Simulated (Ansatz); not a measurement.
## Gaps and decay in LiF/AlN stacks

How do the layer thicknesses change the gap of LiF/AlN? The crystals are LiF rock salt(001) and AlN rock salt(001), on a common net of side 2.878 Å (+0.0 % and +0.0 % against typed lattice constants near PBE's). Layer spacings come from each crystal relaxed along the normal on that net, and the joins take the mean spacing. The stacks are then relaxed. The first steps treat the bulk crystals alone. LDA has lattice constants of its own, so the true strain differs.

Method: LDA DFT, plane waves, PAW files, in the first sound run; inputs show where later runs differ, in Ansatz 0.2.0.

The structure was built from a prototype and need not be the compound's stable phase.

### Step 1. Set-up

Symmetry: Fm-3m, No. 225, cubic system. Conventional cell: a = 4.070 Å, b = 4.070 Å, c = 4.070 Å, α = 90.00°, β = 90.00°, γ = 90.00°. F has 6 Li at 2.03 to 2.04 Å nearest. Li has 6 F at 2.03 to 2.04 Å nearest. Farther neighbours and most contacts between anions are not listed.

### Step 2. Relaxing along the normal, crystal LiF rock salt(001)

The crystal is held to the common net and relaxed along the normal.

input.yaml

```yaml
crystal:
  lattice:
    - [2.878, 0.0, 0.0]
    - [0.0, 2.878, 0.0]
    - [0.0, 0.0, 4.0699253572]
  atoms:
    - { symbol: F, position: [0.0, 0.0, 0.0] }
    - { symbol: Li, position: [0.5, 0.5, 0.0] }
    - { symbol: F, position: [0.5, 0.5, 0.5] }
    - { symbol: Li, position: [0.0, 0.0, 0.5] }
kpoints:
  mp_grid: { grid: [8, 8, 6] }
scf:
  occupations: { method: fixed }
  max_iter: 120
hamiltonian:
  xc: lda
output: {}
relax:
  f_tol: 0.01
  max_steps: 40
  cell: { fix: [a, b, angles] }
```

On the command line:

```
$ ansatz run input.yaml --threads 4 --pin off --max-ram 10240MiB --backend cpu --events-out ev --progress --plain --runs-dir out
```

Numbers of over 12 decimals in the logs are rounded to 6 here.

Output:

```text
Engine: ansatz 0.2.0, x86_64-unknown-linux-gnu
Pseudopotentials: kind: paw
Pseudopotential: F, paw, valence charge 7, recommended cutoff 420 eV (normal), F.paw.azcp
Pseudopotential: Li, paw, valence charge 3, recommended cutoff 420 eV (normal), Li.paw.azcp
Functional definition: SPW92
  exchange = slater_x
  correlation = pw_c
Crystal: 4 atoms, lattice volume = 33.711 Å³
Basis set: ecut = 420 eV, 673 PW (Γ)
Bands: 14, of which v1, the nominal top of the filled ones, is band 10 counted from 1 (9 counted from 0)
Symmetry: 32 space group operations
Space group: I4/mmm (ITA 139), of the structure as read, at distance tolerance 3.2e-5 Å
k-points: 60 of 384
Non-local potential: F, projectors of the file, l = 0: 2, l = 1: 2, l = 2: 1
Non-local potential: Li, projectors of the file, l = 0: 3, l = 1: 2, l = 2: 1
PAW form: soft (Blöchl's): semilocal exchange-correlation on the pseudo side does not see the compensation charge
PAW frozen core: F, regenerated for the run's functional, and the local potential with it (the file was generated under x = pbe(κ = 0.804, μ = 0.219515), c = pbe(β = 0.066725))
PAW one-centre angular grid: F, 110 points (default); XC on 64 Gauss nodes
PAW one-centre angular grid: Li, 110 points (default); XC on 64 Gauss nodes
Initial density: superposition of atomic densities (neutral atoms: chi_scale 0, normalization atom), corrected by the library's trained network
Initial wavefunctions: pseudopotential atomic-orbital guess
Functional: x = slater, c = lda
SCF iter   1: F=—  HF=-1997.326133 eV  |F-HF|=—  |Δ(HF+E_count)|=         —  Δρ=2.12e-2  dr2=1.05e-1  ethr=1.77e-3  ⟨swp⟩=3.9  Hψ=3385  notcnv=0  defer=95
preconditioner: auto → none  [insulator: Δε(μ)=8.340 eV  Ē_g=19.173 eV  n_scr=6 (ndim 8)  ℏωp=25.6 eV  f_vac=0.000  ε∞_Penn≈2.8]
SCF iter   2: F=—  HF=-1997.292842 eV  |F-HF|=—  |Δ(HF+E_count)|=   3.33e-2  Δρ=1.07e-2  dr2=1.64e-2  ethr=5.23e-4  ⟨swp⟩=2.4  Hψ=1876  notcnv=0  defer=114
SCF iter   3: F=—  HF=-1997.286138 eV  |F-HF|=—  |Δ(HF+E_count)|=   6.70e-3  Δρ=2.00e-3  dr2=6.58e-4  ethr=8.20e-5  ⟨swp⟩=2.1  Hψ=1350  notcnv=0  defer=109
SCF iter   4: F=—  HF=-1997.285349 eV  |F-HF|=—  |Δ(HF+E_count)|=   7.89e-4  Δρ=2.77e-4  dr2=1.41e-5  ethr=3.29e-6  ⟨swp⟩=2.0  Hψ=1466  notcnv=0  defer=102
SCF iter   5: F=—  HF=-1997.285337 eV  |F-HF|=—  |Δ(HF+E_count)|=   1.13e-5  Δρ=1.11e-5  dr2=1.46e-8  ethr=7.05e-8  ⟨swp⟩=2.1  Hψ=997  notcnv=0
SCF iter   6: F=-1997.285337 eV  HF=-1997.285337 eV  |F-HF|=4.93e-11  |Δ(HF+E_count)|=   1.59e-8  Δρ=1.03e-6  dr2=9.61e-11  ethr=7.30e-11  ⟨swp⟩=1.3  Hψ=2523  notcnv=0
SCF 1 converged in 6 iterations: F = -1997.285337 eV  dr2 = 9.61e-11
  greatest PAW one-centre occupation: 1.000 electrons in one spin orbital (limit 2), on the Li atom at site 3 (counted from 0), in its partial waves of l = 0
relax step   1: F+E_penalty+E_count = -1997.28533742 eV  Δ(F+E_penalty+E_count) = +0.000e0 eV  max|allowed force component| = 3.582e-29 eV/Å  Δτ_max = 0.0000 Å  P = -8.142 GPa  Ω = 33.711 Å³  fix = [a, b, alpha, beta, gamma]  reactions: a -8.142, b -8.142 GPa  (6 SCF iters, dr2 threshold 1.00e-7 eV, accepted)
Crystal: 4 atoms, lattice volume = 33.266 Å³
Basis set: ecut = 420 eV, 657 PW (Γ)
Initial density: handed on by an earlier stage of this run
Initial wavefunctions: those handed on with the density
iter 1 solved again at ethr=1.04e-6 eV; its pass at ethr=3.10e-3 eV (dr2=2.09e-4 eV) is discarded
SCF iter   1: F=—  HF=-1997.308802 eV  |F-HF|=—  |Δ(HF+E_count)|=         —  Δρ=1.15e-3  dr2=2.25e-4  ethr=1.04e-6  ⟨swp⟩=2.0  Hψ=4809  notcnv=0  defer=57
automatic band count: iteration 1 solves 13 bands in place of 14: the levels show a gap, and the empty bands left out lie too high to hold charge; the band table lists the bands solved (type scf.n_extra_bands for more)
preconditioner: auto → none  [insulator: Δε(μ)=8.670 eV  Ē_g=18.672 eV  n_scr=6 (ndim 8)  ℏωp=25.8 eV  f_vac=0.000  ε∞_Penn≈2.9]
SCF iter   2: F=—  HF=-1997.308771 eV  |F-HF|=—  |Δ(HF+E_count)|=   3.16e-5  Δρ=4.87e-4  dr2=4.92e-5  ethr=1.04e-6  ⟨swp⟩=2.0  Hψ=1254  notcnv=0  defer=58
SCF iter   3: F=—  HF=-1997.308773 eV  |F-HF|=—  |Δ(HF+E_count)|=   2.48e-6  Δρ=3.44e-4  dr2=2.15e-5  ethr=2.46e-7  ⟨swp⟩=2.2  Hψ=1155  notcnv=0  defer=58
SCF iter   4: F=-1997.308767 eV  HF=-1997.308767 eV  |F-HF|=1.31e-8  |Δ(HF+E_count)|=   6.13e-6  Δρ=2.77e-5  dr2=7.10e-8  ethr=2.00e-9  ⟨swp⟩=2.9  Hψ=2892  notcnv=0
SCF 2 converged in 4 iterations: F = -1997.308767 eV  dr2 = 7.10e-8
relax step   2: F+E_penalty+E_count = -1997.30876702 eV  Δ(F+E_penalty+E_count) = -2.343e-2 eV  max|allowed force component| = 9.078e-30 eV/Å  Δτ_max = 0.0000 Å  P = -7.295 GPa  Ω = 33.266 Å³  energy of the carried Pulay correction = +2.735e-3 eV  fix = [a, b, alpha, beta, gamma]  reactions: a -7.580, b -7.580 GPa  (4 SCF iters, dr2 threshold 4.00e-7 eV, accepted)
Crystal: 4 atoms, lattice volume = 31.622 Å³
Basis set: ecut = 420 eV, 625 PW (Γ)
iter 1 solved again at ethr=1.99e-5 eV; its pass at ethr=3.10e-3 eV (dr2=3.98e-3 eV) is discarded
SCF iter   1: F=—  HF=-1997.354746 eV  |F-HF|=—  |Δ(HF+E_count)|=         —  Δρ=4.97e-3  dr2=4.04e-3  ethr=1.99e-5  ⟨swp⟩=2.0  Hψ=5056  notcnv=0  defer=52
automatic band count: iteration 1 solves 13 bands in place of 14: the levels show a gap, and the empty bands left out lie too high to hold charge; the band table lists the bands solved (type scf.n_extra_bands for more)
preconditioner: auto → none  [insulator: Δε(μ)=9.065 eV  Ē_g=19.158 eV  n_scr=6 (ndim 8)  ℏωp=26.4 eV  f_vac=0.000  ε∞_Penn≈2.9]
SCF iter   2: F=—  HF=-1997.353944 eV  |F-HF|=—  |Δ(HF+E_count)|=   8.02e-4  Δρ=2.02e-3  dr2=8.21e-4  ethr=1.99e-5  ⟨swp⟩=2.2  Hψ=1242  notcnv=0  defer=54
SCF iter   3: F=—  HF=-1997.353869 eV  |F-HF|=—  |Δ(HF+E_count)|=   7.48e-5  Δρ=1.23e-3  dr2=2.51e-4  ethr=4.11e-6  ⟨swp⟩=2.1  Hψ=1242  notcnv=0  defer=54
SCF iter   4: F=—  HF=-1997.353815 eV  |F-HF|=—  |Δ(HF+E_count)|=   5.45e-5  Δρ=1.05e-4  dr2=9.37e-7  ethr=1.25e-6  ⟨swp⟩=2.1  Hψ=1219  notcnv=0  defer=53
SCF iter   5: F=-1997.353815 eV  HF=-1997.353815 eV  |F-HF|=7.93e-10  |Δ(HF+E_count)|=   1.61e-7  Δρ=1.16e-5  dr2=1.25e-8  ethr=2.00e-9  ⟨swp⟩=4.0  Hψ=2677  notcnv=0
SCF 3 converged in 5 iterations: F = -1997.353815 eV  dr2 = 1.25e-8
relax step   3: F+E_penalty+E_count = -1997.35381482 eV  Δ(F+E_penalty+E_count) = -4.505e-2 eV  max|allowed force component| = 1.070e-29 eV/Å  Δτ_max = 0.0000 Å  P = -3.304 GPa  Ω = 31.622 Å³  energy of the carried Pulay correction = +1.315e-2 eV  fix = [a, b, alpha, beta, gamma]  reactions: a -5.283, b -5.283 GPa  (5 SCF iters, dr2 threshold 4.00e-7 eV, accepted)
[...]
relax step   4: F+E_penalty+E_count = -1997.35308186 eV  Δ(F+E_penalty+E_count) = +7.330e-4 eV  max|allowed force component| = 1.088e-29 eV/Å  Δτ_max = 0.0000 Å  P = -3.729 GPa  Ω = 31.768 Å³  energy of the carried Pulay correction = +1.221e-2 eV  fix = [a, b, alpha, beta, gamma]  reactions: a -5.504, b -5.504 GPa  (4 SCF iters, dr2 threshold 4.00e-7 eV, accepted)
[...]
relax step   5: F+E_penalty+E_count = -1997.35330453 eV  Δ(F+E_penalty+E_count) = -2.227e-4 eV  max|allowed force component| = 1.874e-30 eV/Å  Δτ_max = 0.0000 Å  P = -3.639 GPa  Ω = 31.736 Å³  energy of the carried Pulay correction = +1.241e-2 eV  fix = [a, b, alpha, beta, gamma]  reactions: a -5.456, b -5.456 GPa  (4 SCF iters, dr2 threshold 8.20e-8 eV, accepted)
[...]
relax step   6: F+E_penalty+E_count = -1997.34625171 eV  Δ(F+E_penalty+E_count) = +7.053e-3 eV  max|allowed force component| = 2.588e-30 eV/Å  Δτ_max = 0.0000 Å  P = -4.096 GPa  Ω = 31.736 Å³  fix = [a, b, alpha, beta, gamma]  reactions: a -5.771, b -5.771 GPa  stress off target by 7.45e-1 GPa on what of the cell is left free  SCF on the basis re-selected at this cell (its energy is not comparable with the rows above)  (5 SCF iters)
[...]
relax step   7: F+E_penalty+E_count = -1997.34735948 eV  Δ(F+E_penalty+E_count) = -1.108e-3 eV  max|allowed force component| = 8.314e-30 eV/Å  Δτ_max = 0.0000 Å  P = -3.708 GPa  Ω = 31.608 Å³  energy of the carried Pulay correction = +8.223e-4 eV  fix = [a, b, alpha, beta, gamma]  reactions: a -5.580, b -5.580 GPa  (4 SCF iters, dr2 threshold 4.00e-7 eV, accepted)
iter 1 solved again at ethr=3.16e-9 eV; its pass at ethr=3.10e-3 eV (dr2=6.32e-7 eV) is discarded
SCF iter   1: F=—  HF=-1997.346513 eV  |F-HF|=—  |Δ(HF+E_count)|=         —  Δρ=7.01e-5  dr2=2.22e-7  ethr=3.16e-9  ⟨swp⟩=2.9  Hψ=5675  notcnv=0  defer=98
preconditioner: auto → none  [insulator: Δε(μ)=9.069 eV  Ē_g=19.984 eV  n_scr=6 (ndim 8)  ℏωp=26.4 eV  f_vac=0.000  ε∞_Penn≈2.7]
SCF iter   2: F=—  HF=-1997.346513 eV  |F-HF|=—  |Δ(HF+E_count)|=   1.00e-8  Δρ=2.96e-5  dr2=6.44e-8  ethr=1.11e-9  ⟨swp⟩=2.0  Hψ=1294  notcnv=0  defer=98
SCF iter   3: F=—  HF=-1997.346513 eV  |F-HF|=—  |Δ(HF+E_count)|=   4.94e-9  Δρ=1.45e-5  dr2=9.42e-9  ethr=3.22e-10  ⟨swp⟩=2.1  Hψ=1113  notcnv=0  defer=98
SCF iter   4: F=-1997.346513 eV  HF=-1997.346513 eV  |F-HF|=2.52e-11  |Δ(HF+E_count)|=   1.66e-9  Δρ=7.84e-7  dr2=3.92e-11  ethr=1.00e-12  ⟨swp⟩=2.8  Hψ=3150  notcnv=0
SCF 8 converged in 4 iterations: F = -1997.346513 eV  dr2 = 3.92e-11
relax step   8: F+E_penalty+E_count = -1997.34651327 eV  Δ(F+E_penalty+E_count) = +8.462e-4 eV  max|allowed force component| = 5.463e-30 eV/Å  Δτ_max = 0.0000 Å  P = -3.739 GPa  Ω = 31.608 Å³  fix = [a, b, alpha, beta, gamma]  reactions: a -5.593, b -5.593 GPa  stress off target by 3.25e-2 GPa on what of the cell is left free  SCF on the basis re-selected at this cell (its energy is not comparable with the rows above)  (4 SCF iters)
basis re-selected at this cell: Δ(F+E_penalty+E_count) = +8.462e-4 eV, ΔP = -0.031 GPa vs the last step (what re-selecting the basis moved, of the pressure what is left beyond the Pulay correction that the steps carried, after the strain that the cell walked since its last selection, with what the two solves' SCF thresholds leave and, on support functions, any second-order correction that the steps lacked; it is no m [...]
SCF converged after 4 iterations
Free energy (F): -1997.346513 eV
Harris-Foulkes:  -1997.346513 eV  (|F-HF|=2.52e-11)
Internal energy: -1997.346513 eV  (E = F + TS)
E sigma→0 (E₀):  -1997.346513 eV
Fermi energy:    0.903401 eV
--- Per-component energies (eV) ---
  E_band       = -232.973030
  E_kinetic    = 458.144319
  E_local      = -1261.426822  (includes V_loc(G=0)·N_el)
  E_nonlocal   = 85.923243
  E_hartree    = 437.291446
  E_xc         = -179.461879
  E_vxc        = -232.560534  (∫ρ·V_xc dr)
  E_paw        = -412.591419  (= ΣΔE_a)
  E_vpaw       = -157.640331  (= ΣTr[D̂ρ^β])
  E_aug_tail   = 0.004218  (compensation charges beyond the density's cutoff)
  E_ewald      = -1125.456123
  E_core_change = 0.226503  (= ΣΔE_core)
  E_smearing   = -0.000000  (= −TS)
  E_closure    = -0.000000  (closes the sum)
  Σ components = -1997.346513   (vs F -1997.346513, Δ=0.00e0)
--- Forces (eV/Å), atoms counted from 1 ---
  atom   1  F     -0.00000000     0.00000000     0.00000000
  atom   2  Li     0.00000000    -0.00000000     0.00000000
  atom   3  F      0.00000000    -0.00000000     0.00000000
  atom   4  Li    -0.00000000    -0.00000000     0.00000000
  max |Σ_I F_I| component: 3.39e-30 eV/Å
--- Stress (GPa, compression-positive) ---
       -5.592616      -0.000000       0.000000
       -0.000000      -5.592616      -0.000000
        0.000000      -0.000000      -0.032483
  P = ⅓ Tr σ = -3.7392 GPa (-37.392 kbar)
--- Relaxed structure (6 steps of the walk, 6 accepted, 2 SCFs on fresh bases) ---
  F+E_penalty+E_count = -1997.34651327 eV   max|allowed force component| = 5.463e-30 eV/Å   (the final SCF, on the basis selected at the relaxed cell)
  cell:  # Å, volume = 31.6084 Å³
    - [2.878, 0, 0]
    - [0, 2.878, 0]
    - [0, 0, 3.816108]
  atoms:
    - { symbol: F, position: [0, 0, 0] }
    - { symbol: Li, position: [0.5, 0.5, 0] }
    - { symbol: F, position: [0.5, 0.5, 0.5] }
    - { symbol: Li, position: [0, 0, 0.5] }
```

Run time: 2 s. Hardware: 4 threads of Intel Xeon Platinum 8488C (Sapphire Rapids), shared host; peak memory 0.38 GiB.

The steps of the relaxation:

```tsv
step	energy less that of the first step (eV)	largest force component (eV/Å)	pressure (GPa)	volume (Å³)
1	0.0000	0.0000	-8.14	33.71
2	-0.0234	0.0000	-7.30	33.27
3	-0.0685	0.0000	-3.30	31.62
4	-0.0677	0.0000	-3.73	31.77
5	-0.0680	0.0000	-3.64	31.74
6*	-0.0609	0.0000	-4.10	31.74
7	-0.0620	0.0000	-3.71	31.61
8*	-0.0612	0.0000	-3.74	31.61
```

Relaxation steps marked * repeat the geometry before them on a plane-wave basis chosen anew for their cell, so energy and pressure can jump there.

Forces are held to the 32 operations that the run works with; a distortion that breaks them can't arise in this run.

```tsv
cell as run	before	after	change
a (Å)	2.878	2.878	+0.0 %
b (Å)	2.878	2.878	+0.0 %
c (Å)	4.070	3.816	-6.2 %
volume (Å³/atom)	8.43	7.90	-6.2 %
```

The relaxed structure:

```xyz
4
Lattice="2.8780 0.0000 0.0000 0.0000 2.8780 0.0000 0.0000 0.0000 3.8161" Properties=species:S:1:pos:R:3 pbc="T T T"
F     0.0000    0.0000    0.0000
Li    1.4390    1.4390    0.0000
F     1.4390    1.4390    1.9081
Li    0.0000    0.0000    1.9081
```

Numbers from this step:

```
free energy  : -1997.3465 eV
Fermi energy : 0.9034 eV
pressure     : -3.739 GPa
```

### Step 3. Band edges, crystal LiF rock salt(001)

The band edges of this cell are searched, off the mesh as well.

input.yaml: that of step 2 with these lines changed.

```diff
@@ -4,3 +4,3 @@
     - [0.0, 2.878, 0.0]
-    - [0.0, 0.0, 4.0699253572]
+    - [0.0, 0.0, 3.8161078924]
   atoms:
@@ -12,2 +12,3 @@
   mp_grid: { grid: [8, 8, 6] }
+  band_path: { path: [VBM, CBM], npoints: 24 }
 scf:
@@ -17,6 +18,7 @@
   xc: lda
-output: {}
-relax:
-  f_tol: 0.01
-  max_steps: 40
-  cell: { fix: [a, b, angles] }
+output:
+  eigenvalues: true
+checkpoint:
+  write: LiF.run
+  compress: false
+  write_wavefunctions: false
```

Output:

```text
[...]
Crystal: 4 atoms, lattice volume = 31.608 Å³
Basis set: ecut = 420 eV, 625 PW (Γ)
Bands: 14, of which v1, the nominal top of the filled ones, is band 10 counted from 1 (9 counted from 0)
Symmetry: 32 space group operations
[...]
k-points: 60 of 384
[...]
SCF iter   1: F=—  HF=-1997.388518 eV  |F-HF|=—  |Δ(HF+E_count)|=         —  Δρ=2.22e-2  dr2=1.06e-1  ethr=1.77e-3  ⟨swp⟩=3.9  Hψ=3400  notcnv=0  defer=97
[...]
SCF iter   6: F=-1997.346513 eV  HF=-1997.346513 eV  |F-HF|=4.32e-11  |Δ(HF+E_count)|=   2.42e-8  Δρ=1.05e-6  dr2=8.81e-11  ethr=1.46e-10  ⟨swp⟩=2.4  Hψ=3403  notcnv=0
SCF 1 converged in 6 iterations: F = -1997.346513 eV  dr2 = 8.81e-11
[...]
NSCF: frozen V_eff on 40 k-points
[...]
SCF converged after 6 iterations
Free energy (F): -1997.346513 eV
[...]
Internal energy: -1997.346513 eV  (E = F + TS)
E sigma→0 (E₀):  -1997.346513 eV
Fermi energy:    0.903398 eV
[...]
--- Band table (eV; the first three rows and the last of 60) ---
  k-point 0: bands = [... 6 lower, -0.3704, 0.7133, 0.9034, 0.9034, 9.9730, 16.4247, 16.4882, 18.5342]
  k-point 1: bands = [... 6 lower, -0.2876, 0.5619, 0.8154, 0.8154, 10.2769, 15.6113, 16.7721, 19.0428]
  k-point 2: bands = [... 6 lower, -0.0600, 0.1042, 0.5774, 0.5774, 11.1541, 14.0803, 17.6227, 19.8972]
  k-point 59: bands = [... 6 lower, -1.2912, -1.2912, -0.0592, -0.0592, 15.4548, 15.4548, 15.4548, 15.4548]
```

Elapsed: 0.72 s, on 4 threads; peak memory 0.35 GiB.

The column dr2 measures how far the density is from self-consistency, as an energy; F and HF (Harris–Foulkes) agree once it is small.

Numbers from this step:

```
gap on the k-mesh   : 9.070 eV
gap on path         : 9.070 eV, by band count; negative where bands overlap
edge places on path : 0, 0 1/A along the path
```

Levels at VBM (eV): -3.26, -1.27, -1.27, -0.19, 0.00, 0.00.

The searched edges give 9.07 eV, as on the mesh.

(Continued in part 2 of 5.)

[Logs are printed without paths, hosts, clocks, repeated set-up lines and the standing remarks that a program may print on its own settings, such as how far it seeks lower states.]

[Hosts, paths, dates, database ids (printed as entryN), source tags and the programs' standing remarks are cut or masked in the printed files.]
